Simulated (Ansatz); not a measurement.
A plane-wave DFT run in Ansatz 0.2.0 (scalar-relativistic PAW potentials unless the input names others): input and command.

```yaml
crystal:
  lattice:
    - [2.8044256421, 0.0, 0.0]
    - [-1.402212821, 2.428703849, 0.0]
    - [0.0, 0.0, 10.1719038646]
  atoms:
    - { symbol: Mo, position: [0.6666666667, 0.3333333333, 0.25] }
    - { symbol: Mo, position: [0.3333333333, 0.6666666667, 0.75] }
    - { symbol: S, position: [0.6666666667, 0.3333333333, 0.5978605364] }
    - { symbol: S, position: [0.3333333333, 0.6666666667, 0.4021394636] }
    - { symbol: S, position: [0.6666666667, 0.3333333333, 0.9021394636] }
    - { symbol: S, position: [0.3333333333, 0.6666666667, 0.0978605364] }
basis:
  ecutwfc: 420
kpoints:
  mp_grid: { grid: [10, 10, 3] }
hamiltonian:
  xc: pbesol
scf:
  occupations: { method: gaussian, width: 0.1 }
output:
  forces: true
  eigenvalues: true
  stress: true
relax:
  adjacent_minimum: "off"
  f_tol: 0.008
  max_steps: 50
  cell: { stress_tol: 0.08, p_target: 90.0 }
```

```bash
ansatz run input.yaml --threads 1 --pin off --max-ram 2560MiB --backend cpu --events-out ev --progress --plain --runs-dir out
```

Abridged log:
```
Basis set: ecut = 420 eV, 1341 PW (Γ), exchange–correlation on 40×40×144 points (8 copies of the dense FFT grid, shifted against one another)
Bands: 32, of which v1, the nominal top of the filled ones, is band 26 counted from 1 (25 counted from 0)
Symmetry: 24 space group operations
k-points: 28 of 300
SCF iter   1: F=—  HF=-13334.730496 eV  |F-HF|=—  |Δ(HF+E_count)|=         —  Δρ=1.08e-2  dr2=3.92e-2  ethr=1.77e-3  ⟨swp⟩=6.5  Hψ=4227  notcnv=0
SCF iter   2: F=—  HF=-13334.723538 eV  |F-HF|=—  |Δ(HF+E_count)|=   6.96e-3  Δρ=6.30e-3  dr2=1.44e-2  ethr=7.55e-5  ⟨swp⟩=1.1  Hψ=1146  notcnv=0
SCF iter   3: F=—  HF=-13334.722636 eV  |F-HF|=—  |Δ(HF+E_count)|=   9.01e-4  Δρ=5.63e-4  dr2=1.63e-4  ethr=2.76e-5  ⟨swp⟩=2.6  Hψ=1403  notcnv=0
SCF iter   4: F=—  HF=-13334.722625 eV  |F-HF|=—  |Δ(HF+E_count)|=   1.13e-5  Δρ=1.24e-4  dr2=8.64e-6  ethr=3.14e-7  ⟨swp⟩=2.4  Hψ=1383  notcnv=0
SCF iter   5: F=—  HF=-13334.722702 eV  |F-HF|=—  |Δ(HF+E_count)|=   7.67e-5  Δρ=4.33e-5  dr2=1.59e-6  ethr=1.66e-8  ⟨swp⟩=2.1  Hψ=1263  notcnv=0
SCF iter   6: F=—  HF=-13334.722701 eV  |F-HF|=—  |Δ(HF+E_count)|=   2.26e-7  Δρ=1.22e-5  dr2=1.17e-7  ethr=3.05e-9  ⟨swp⟩=2.2  Hψ=1294  notcnv=0
SCF iter   7: F=-13334.722701 eV  HF=-13334.722701 eV  |F-HF|=2.07e-9  |Δ(HF+E_count)|=   4.75e-9  Δρ=2.29e-6  dr2=4.38e-9  ethr=1.92e-10  ⟨swp⟩=8.0  Hψ=3494  notcnv=0
SCF 1 converged in 7 iterations: F = -13334.722701 eV  dr2 = 4.38e-9
relax step   1: F+E_penalty+E_count = -13334.72270133 eV  Δ(F+E_penalty+E_count) = +0.000e0 eV  max|allowed force component| = 1.651e0 eV/Å  Δτ_max = 0.0000 Å  P = +84.700 GPa  Ω = 69.282 Å³  (7 SCF iters, dr2 threshold 1.00e-7 eV, accepted)
Crystal: 6 atoms, lattice volume = 66.131 Å³
Basis set: ecut = 420 eV, 1313 PW (Γ), exchange–correlation on 40×40×144 points (8 copies of the dense FFT grid, shifted against one another)
Initial density: handed on by an earlier stage of this run
Initial wavefunctions: those handed on with the density
SCF iter   1: F=—  HF=-13333.209317 eV  |F-HF|=—  |Δ(HF+E_count)|=         —  Δρ=9.14e-3  dr2=1.70e-1  ethr=3.29e-4  ⟨swp⟩=1.0  Hψ=5096  notcnv=0
   ...
SCF iter   5: F=-13333.561180 eV  HF=-13333.561180 eV  |F-HF|=5.46e-12  |Δ(HF+E_count)|=  4.55e-11  Δρ=8.23e-8  dr2=2.15e-12  ethr=1.00e-12  ⟨swp⟩=1.0  Hψ=897  notcnv=0
SCF iter   6: F=-13333.561180 eV  HF=-13333.561180 eV  |F-HF|=0.00e0  |Δ(HF+E_count)|=    0.00e0  Δρ=1.57e-8  dr2=1.69e-13  ethr=1.00e-12  ⟨swp⟩=1.0  Hψ=1904  notcnv=0
SCF 5 converged in 6 iterations: F = -13333.561180 eV  dr2 = 1.69e-13
relax step   5: F+E_penalty+E_count = -13333.56118027 eV  Δ(F+E_penalty+E_count) = +2.508e-3 eV  max|allowed force component| = 1.546e-4 eV/Å  Δτ_max = 0.0002 Å  P = +90.000 GPa  Ω = 66.726 Å³  energy of the carried Pulay correction = +4.711e-4 eV  (6 SCF iters, dr2 threshold 4.41e-9 eV, accepted)
Initial wavefunctions: pseudopotential atomic-orbital guess (no wavefunctions were taken with the density)
SCF iter   1: F=—  HF=-13333.560761 eV  |F-HF|=—  |Δ(HF+E_count)|=         —  Δρ=5.06e-5  dr2=2.24e-7  ethr=5.60e-8  ⟨swp⟩=3.4  Hψ=6625  notcnv=0
SCF iter   2: F=—  HF=-13333.560734 eV  |F-HF|=—  |Δ(HF+E_count)|=   2.72e-5  Δρ=2.44e-5  dr2=4.63e-8  ethr=4.31e-10  ⟨swp⟩=2.1  Hψ=1574  notcnv=0
SCF iter   3: F=—  HF=-13333.560734 eV  |F-HF|=—  |Δ(HF+E_count)|=   3.08e-8  Δρ=2.32e-6  dr2=2.37e-9  ethr=8.91e-11  ⟨swp⟩=2.4  Hψ=1559  notcnv=0
SCF iter   4: F=—  HF=-13333.560734 eV  |F-HF|=—  |Δ(HF+E_count)|=  2.47e-10  Δρ=7.10e-7  dr2=2.77e-10  ethr=4.57e-12  ⟨swp⟩=2.5  Hψ=1526  notcnv=0
SCF iter   5: F=-13333.560734 eV  HF=-13333.560734 eV  |F-HF|=3.64e-12  |Δ(HF+E_count)|=  7.28e-12  Δρ=2.43e-7  dr2=1.33e-11  ethr=1.00e-12  ⟨swp⟩=1.3  Hψ=946  notcnv=0
SCF iter   6: F=-13333.560734 eV  HF=-13333.560734 eV  |F-HF|=0.00e0  |Δ(HF+E_count)|=  7.28e-12  Δρ=1.76e-8  dr2=1.53e-13  ethr=1.00e-12  ⟨swp⟩=2.4  Hψ=2705  notcnv=0
SCF 6 converged in 6 iterations: F = -13333.560734 eV  dr2 = 1.53e-13
SCF converged after 6 iterations
Free energy (F): -13333.560734 eV
Harris-Foulkes:  -13333.560734 eV  (|F-HF|=0.00e0)
Internal energy: -13333.556006 eV  (E = F + TS)
E sigma→0 (E₀):  -13333.558370 eV
Entropy (-TS):   -0.004728 eV (-0.788 meV/atom)
Fermi energy:    20.567695 eV
--- Forces (eV/Å), atoms counted from 1 ---
  atom   1  Mo     0.00000000     0.00000000     0.00000000
  atom   2  Mo     0.00000000     0.00000000     0.00000000
  atom   3  S      0.00000000     0.00000000    -0.00017709
  atom   4  S      0.00000000     0.00000000     0.00017709
  atom   5  S      0.00000000     0.00000000     0.00017709
  atom   6  S      0.00000000     0.00000000    -0.00017709
--- Stress (GPa, compression-positive) ---
       89.998622       0.000000       0.000000
        0.000000      89.998622       0.000000
        0.000000       0.000000      90.000014
  P = ⅓ Tr σ = 89.9991 GPa (899.991 kbar)
--- Relaxed structure (5 steps of the walk, 5 accepted, 1 SCFs on fresh bases) ---
  F+E_penalty+E_count = -13333.56073426 eV   max|allowed force component| = 1.771e-4 eV/Å   (the final SCF, on the basis selected at the relaxed cell)
  cell:  # Å, volume = 66.7264 Å³
    - [2.75747648, 0.0, 0.0]
    - [-1.37873824, 2.38804468, 0.0]
    - [0.0, 0.0, 10.13313012]
  atoms:
    - { symbol: Mo, position: [0.66666666, 0.33333333, 0.25000000] }
    - { symbol: Mo, position: [0.33333333, 0.66666666, 0.75000000] }
    - { symbol: S, position: [0.66666666, 0.33333333, 0.59152056] }
    - { symbol: S, position: [0.33333333, 0.66666666, 0.40847943] }
    - { symbol: S, position: [0.66666666, 0.33333333, 0.90847943] }
    - { symbol: S, position: [0.33333333, 0.66666666, 0.09152056] }
```

Apart from outputs and empty bands, the input differs from a reference run on usual settings in kpoints.mp_grid.grid: [12, 12, 4] → [10, 10, 3]. The reference, at the same start, ended its own course with pressure 89.99 GPa, largest force 0.000 eV/Å, no gap on the mesh. This run converged in 37 SCF iterations over all its steps (reference: 37) with an energy at zero smearing 6.10 meV/atom above the reference's, pressure 90.00 GPa, largest force 0.000 eV/Å, no gap on the mesh. Its k mesh is looser than usual, and the result moved.

Time: 23 s on 1 thread of Arm Neoverse V1, with other jobs on the host, peak memory 0.35 GiB.